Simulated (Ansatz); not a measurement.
Crystal: Te2Mo.

```
Te Mo
1.0
     6.33000    0.00000    0.00000
     0.00000    3.46900    0.00000
    -0.94679    0.00000   13.82762
Te Mo
8 4
Direct
  0.94370 0.75000 0.60450
  0.05630 0.25000 0.39550
  0.90300 0.25000 0.85140
  0.09700 0.75000 0.14860
  0.41120 0.75000 0.89550
  0.58880 0.25000 0.10450
  0.44320 0.25000 0.64840
  0.55680 0.75000 0.35160
  0.81670 0.75000 0.99260
  0.18330 0.25000 0.00740
  0.68190 0.25000 0.49340
  0.31810 0.75000 0.50660
```

A run of Ansatz 0.2.0 on this cell left the log below. Logs are shortened: lines on timing, memory, paths and dates and some standing lists are left out, and cuts for length are marked.

```text
Warning: RAYON_NUM_THREADS=4 ignored (pool sized by the plan → 4); use --threads N
Engine: ansatz 0.2.0, aarch64-unknown-linux-gnu
Pseudopotentials: kind: paw
Pseudopotential: Te, paw, valence charge 16, recommended cutoff 420 eV (normal), Te.paw.azcp
Pseudopotential: Mo, paw, valence charge 14, recommended cutoff 420 eV (normal), Mo.paw.azcp
Functional definition: PBE
  parameter kappa = 0.804
  parameter beta = 0.06672455060314922
  exchange = pbe_x(kappa = kappa, mu = beta*pi^2/3)
  correlation = pbe_c(beta = beta)
Crystal: 12 atoms, lattice volume = 303.638 Å³
Basis set: ecut = 420 eV, 5919 PW (Γ), exchange–correlation on 90×48×192 points (8 copies of the dense FFT grid, shifted against one another)
Bands: 111, of which v1, the nominal top of the filled ones, is band 92 counted from 1 (91 counted from 0)
Symmetry: 4 space group operations
[... 274 lines left out ...]
  k-point 2: bands = ["-50.8284", "-50.8273", "-50.7772", "-50.7762", "-26.7165", "-26.7152", "-26.7097", "-26.7085", "-26.7045", "-26.7039", "-26.7032", "-26.7026", "-26.6758", "-26.6746", "-26.6698", "-26.6686", "-26.6495", "-26.6482", "-26.6380", "-26.6367", "-26.6292", "-26.6279", "-26.6274", "-26.6261", "-26.5617", "-26.5607", "-26.5592", "-26.5583", "-26.5523", "-26.5513", "-26.5501", "-26.5492", "-26.5017", "-26.5007", "-26.4929", "-26.4919", "-26.4488", "-26.4479", "-26.4422", "-26.4412", "-26.4322", "-26.4312", "-26.4283", "-26.4273", "-25.0614", "-25.0603", "-25.0225", "-25.0214", "-24.9395", "-24.9386", "-24.8550", "-24.8540", "-24.7803", "-24.7793", "-24.6471", "-24.6461", "-2.3055", "-2.2473", "-1.5023", "-1.4105", "-0.7165", "-0.6850", "-0.4502", "-0.4087", "4.9046", "4.9714", "5.3702", "5.6284", "5.7446", "5.8274", "6.3513", "6.4325", "7.1356", "7.2152", "7.2723", "7.3927", "7.6713", "7.7459", "7.7491", "7.7494", "8.4907", "8.5283", "8.5832", "8.8537", "8.8851", "9.0338", "9.2655", "9.2741", "9.6501", "9.7044", "9.7877", "10.0463", "10.1667", "10.2485", "11.4052", "11.4328", "11.8924", "12.0923", "12.1192", "12.1672", "12.1804", "12.2123", "12.2716", "12.3855", "12.9027", "13.0233", "13.4429", "13.4920", "15.0780", "15.1661", "15.2635"]
  k-point 15: bands = ["-50.7985", "-50.7985", "-50.7975", "-50.7975", "-26.7137", "-26.7137", "-26.7124", "-26.7124", "-26.6934", "-26.6934", "-26.6921", "-26.6921", "-26.6808", "-26.6808", "-26.6795", "-26.6795", "-26.6430", "-26.6430", "-26.6417", "-26.6417", "-26.6284", "-26.6284", "-26.6271", "-26.6271", "-26.5582", "-26.5582", "-26.5573", "-26.5573", "-26.5429", "-26.5429", "-26.5420", "-26.5420", "-26.5029", "-26.5029", "-26.5019", "-26.5019", "-26.4453", "-26.4453", "-26.4443", "-26.4443", "-26.4283", "-26.4283", "-26.4273", "-26.4273", "-25.1071", "-25.1071", "-25.1060", "-25.1060", "-24.8835", "-24.8835", "-24.8825", "-24.8825", "-24.7072", "-24.7072", "-24.7062", "-24.7062", "-0.6271", "-0.6271", "-0.6080", "-0.6080", "-0.2453", "-0.2453", "-0.2423", "-0.2423", "4.6645", "4.6645", "4.6817", "4.6817", "5.5495", "5.5495", "5.5594", "5.5594", "6.8411", "6.8411", "6.9217", "6.9217", "7.5415", "7.5415", "7.6050", "7.6050", "8.0481", "8.0481", "8.0990", "8.0990", "8.4612", "8.4612", "8.4664", "8.4664", "9.1494", "9.1494", "9.1670", "9.1670", "11.3081", "11.3081", "11.3448", "11.3448", "11.9192", "11.9192", "11.9854", "11.9854", "12.2253", "12.2253", "12.4618", "12.4618", "13.5138", "13.5138", "13.6580", "13.6580", "14.8437", "14.8437", "15.1283"]
--- Relaxed structure (14 steps of the walk, 12 accepted, 2 SCFs on fresh bases) ---
  F+E_penalty+E_count = -75666.83595799 eV   max|allowed force component| = 3.410e-3 eV/Å   (the final SCF, on the basis selected at the relaxed cell)
  cell:  # Å, volume = 348.4355 Å³
    - [6.367956801842318, 0.0, 0.16686203273452646]
    - [0.0, 3.4673269144799574, 0.0]
    - [-0.5879687822663808, 0.0, 15.765338631324244]
  atoms:
    - { symbol: Te, position: [0.9330026690367914, 0.75, 0.5938842113565024] }
    - { symbol: Te, position: [0.06699733096320865, 0.25, 0.4061157886434978] }
    - { symbol: Te, position: [0.9159793384452471, 0.25, 0.8688789280883491] }
    - { symbol: Te, position: [0.08402066155475296, 0.75, 0.13112107191165087] }
    - { symbol: Te, position: [0.4277806698326663, 0.75, 0.9061260729645403] }
    - { symbol: Te, position: [0.5722193301673335, 0.25, 0.09387392703545944] }
    - { symbol: Te, position: [0.423068353882321, 0.25, 0.6311081228059447] }
    - { symbol: Te, position: [0.576931646117679, 0.75, 0.36889187719405503] }
    - { symbol: Mo, position: [0.8191630919658183, 0.75, 0.9942588163914792] }
    - { symbol: Mo, position: [0.1808369080341818, 0.25, 0.005741183608520612] }
    - { symbol: Mo, position: [0.6805190232547582, 0.25, 0.4942849006319975] }
    - { symbol: Mo, position: [0.3194809767452418, 0.75, 0.5057150993680025] }
```

**Question.** Write the input and the command behind it.

**Answer.** Relaxation of cell and atoms with PBE, no spin polarisation. The files as run (others can give the same):

input.yaml
```yaml
crystal:
  lattice:
    - [6.33, 0.0, 0.0]
    - [0.0, 3.469, 0.0]
    - [-0.9467947088, 0.0, 13.8276237937]
  atoms:
    - { symbol: Te, position: [0.9437, 0.75, 0.6045] }
    - { symbol: Te, position: [0.0563, 0.25, 0.3955] }
    - { symbol: Te, position: [0.903, 0.25, 0.8514] }
    - { symbol: Te, position: [0.097, 0.75, 0.1486] }
    - { symbol: Te, position: [0.4112, 0.75, 0.8955] }
    - { symbol: Te, position: [0.5888, 0.25, 0.1045] }
    - { symbol: Te, position: [0.4432, 0.25, 0.6484] }
    - { symbol: Te, position: [0.5568, 0.75, 0.3516] }
    - { symbol: Mo, position: [0.8167, 0.75, 0.9926] }
    - { symbol: Mo, position: [0.1833, 0.25, 0.0074] }
    - { symbol: Mo, position: [0.6819, 0.25, 0.4934] }
    - { symbol: Mo, position: [0.3181, 0.75, 0.5066] }
hamiltonian:
  xc: pbe
  pseudopotentials: { kind: paw }
kpoints:
  mp_grid: { grid: [3, 6, 2] }
scf:
  occupations: { method: fermi_dirac, width: 0.05 }
output:
  forces: true
  stress: true
  eigenvalues: true
relax:
  f_tol: 0.01
  max_steps: 40
  cell: { stress_tol: 0.05 }
```

Potentials or basis: Ansatz PAW.
Command:
```sh
$ ansatz run input.yaml --threads 4 --pin off --max-ram 11264MiB --backend cpu --events-out ev --progress --plain --runs-dir out
```

Caveat: the plane-wave basis is chosen anew once the cell has moved, so the energies of steps on either side of that aren't comparable.
